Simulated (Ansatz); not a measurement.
Crystal: TiC.

```
CELL_PARAMETERS angstrom
3.04209 0.00000 0.00000
-1.52104 2.63452 0.00000
0.00000 0.00000 2.69797
ATOMIC_POSITIONS crystal
Ti 0.00000 0.00000 0.50000
C 0.33333 0.66667 0.00000
```

The cell was built by a generator and needn't be a form met in nature.

* Program: Ansatz 0.2.0
* Task: relaxation of cell and atoms
* Functional: r2SCAN
* Potentials or basis: Ansatz PAW
* Cutoff: 500 eV (not typed: the program's choice for these potentials)
* k mesh: 10 × 10 × 10
* Occupations: fermi-dirac, width 0.05 eV
* Spin: no spin polarisation
* Hubbard terms: Ti d U = 6 eV

At the start: volume 10.81 Å³/atom.

Task: Where does the relaxation end?

Result: It ends after 5 steps and the volume is 11.25 Å³/atom (+4.0 %); space group P-6m2 (No. 187, to 0.05 Å).

The path:
```
step  energy change (eV)  largest force (eV/Å)  volume (Å³)
   1              0.0000                0.0000        21.62
   2             -0.0218                0.0000        22.31
   3             -0.0280                0.0000        22.58
   4             -0.0285                0.0000        22.49
   5             -0.0289                0.0000        22.49
```

Final structure:
```xyz
2
Lattice="3.0685 0.0000 0.0000 -1.5343 2.6574 0.0000 0.0000 0.0000 2.7585" Properties=species:S:1:pos:R:3 pbc="T T T"
Ti    0.0000    0.0000    1.3793
C     0.0000    1.7716    0.0000
```

Caveat: the plane-wave basis is chosen anew once the cell has moved, so the energies of steps on either side of that aren't comparable; U without spin polarisation on a metal has little footing; the PAW data sets come from PBE, with cores solved anew for the run's functional, which leaves a small shift of forces and pressure; the U is typed as a test and isn't derived for this compound.
